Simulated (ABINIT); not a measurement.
Wanted: the native input for an ABINIT 10.8.3 (patched build) run.

- Task: relaxation of cell and atoms
- Functional: PBE
- Potentials or basis: JTH PAW PBE v2.0
- Cutoff: 599 eV
- k mesh: 9 × 9 × 9
- Occupations: fermi-dirac, width 0.05 eV
- Spin: no spin polarisation
- Cell freedom (optcell): 2
- Cutoff smearing ecutsm (Ha): 0.5
- Optimiser (ionmov): 22
- Force stop (Ha/bohr): 5e-05
- Fine-grid cutoff: 1197.3 eV

Ge:

```
Ge
1.0
    -2.57449    2.57449    1.39741
     2.57449   -2.57449    1.39741
     2.57449    2.57449   -1.39741
Ge
2
Direct
  0.50000 0.50000 0.00000
  0.25000 0.75000 0.50000
```

This isn't the form of Ge at room conditions, which is diamond.

These files were run (other wordings do the same):

run.abi

```
# Pseudopotentials
pp_dirpath "./"
pseudos "Ge.GGA_PBE-JTH.xml"

# Structure
acell 3*1.0 Angstrom
rprim
    -2.5744897190     2.5744897190     1.3974126432
     2.5744897190    -2.5744897190     1.3974126432
     2.5744897190     2.5744897190    -1.3974126432
ntypat 1
znucl 32
natom 2
typat 1 1
xred
     0.5000000000     0.5000000000     0.0000000000
     0.2500000000     0.7500000000     0.5000000000
chkprim 0
chksymtnons 0
tolsym 1.0e-6

# Plane-wave basis
ecut 22.0
pawecutdg 44.0
pawxcdev 0

# k points
kptopt 1
ngkpt 9 9 9
nshiftk 1
shiftk 0.0 0.0 0.0

# Exchange and correlation
ixc 11

# Bands and occupations
nband 18
occopt 3
tsmear 0.00183747

# SCF cycle
nstep 100
tolvrs 1.0e-9

# Output
iomode 3
prtwf 0
prtden 0
prteig 0
prtebands 0
enunit 1

# Relaxation
ionmov 22
ntime 60
tolmxf 5.0e-5
optcell 2
dilatmx 1.08
ecutsm 0.5
```

Potentials or basis: JTH PAW PBE v2.0.

Command:

```console
$ abinit run.abi > log 2>&1
```

It gave:

* Relaxed volume: 19.40 Å³/atom
* Relaxed cell: a = 3.954 Å, b = 3.954 Å, c = 3.954 Å, α = 97.48°, β = 97.48°, γ = 137.70°
* Space group after relaxing (to 0.05 Å): I4_1/amd (No. 141)
* Energy gained by relaxing: 9.1 meV/atom
* Ionic steps: 5
* Pressure after relaxing: 0.0 GPa
* Band gap on the k mesh: none (metal or under the smearing width)
* Valence electrons inside the program's atomic spheres: Ge 12.21 (radii [1.2196] Å)

It took 5 min on 1 thread of Arm Neoverse V2, with other jobs on the host, peak memory 0.18 GiB.
